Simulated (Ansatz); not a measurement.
GeO2: pressure 45 GPa

The parent structure is GeO$_{2}$ (space group P3_121, No. 152; a = 5.093 Å, c = 5.768 Å).

The change: cell and atoms relaxed at a pressure of 45 GPa.

Method: plane-wave PAW DFT at the PBE level (Ansatz, a first-principles code, 420 eV), no SOC. Settings: 8×8×6 k-points, 0.05 eV Fermi–Dirac smearing.

| quantity | base | changed | shift |
|---|---|---|---|
| density | 4.02 g/cm³ | 6.49 g/cm³ | +2.47 g/cm³ |
| lattice parameter a | 5.093 Å | 4.251 Å | -0.842 Å |
| c/a ratio | 1.132 | 1.207 | +0.0742 |
| shortest interatomic distance | 1.767 Å | 1.727 Å | -0.040 Å |
| band gap | 3.22 eV | 3.04 eV | -0.18 eV |
| gap character | indirect, K → Γ | direct at Γ | – |
| electron mass | 0.41 mₑ along c, 0.45 mₑ across (at Γ) | 0.30 mₑ along c, 0.32 mₑ across (at Γ) | – |
| valence-band top at Γ (three highest levels, from the VBM) | – | 0.00, -0.29, -0.29 eV | – |

Final structure:

```xyz
9
Lattice="4.2513 0.0000 0.0000 -2.1256 3.6817 0.0000 0.0000 0.0000 5.1297" Properties=species:S:1:pos:R:3 pbc="T T T"
Ge     1.6811     0.0000     4.2747
Ge    -0.8405     1.4559     0.8549
Ge     1.2851     2.2259     2.5648
O      0.6063     1.2963     3.8895
O      2.8255    -0.1231     0.4697
O      2.9451     2.5085     2.1796
O     -1.5194     2.3854     4.6600
O      0.8195     1.1732     1.2402
O      0.6999     3.8048     2.9501
```

Load acts through the strain it causes; cell and atoms are relaxed under it. Masses are band curvatures over ±0.01 Å⁻¹ around the edge. Stability against distortions was not tested. Competing high-pressure phases were not computed.
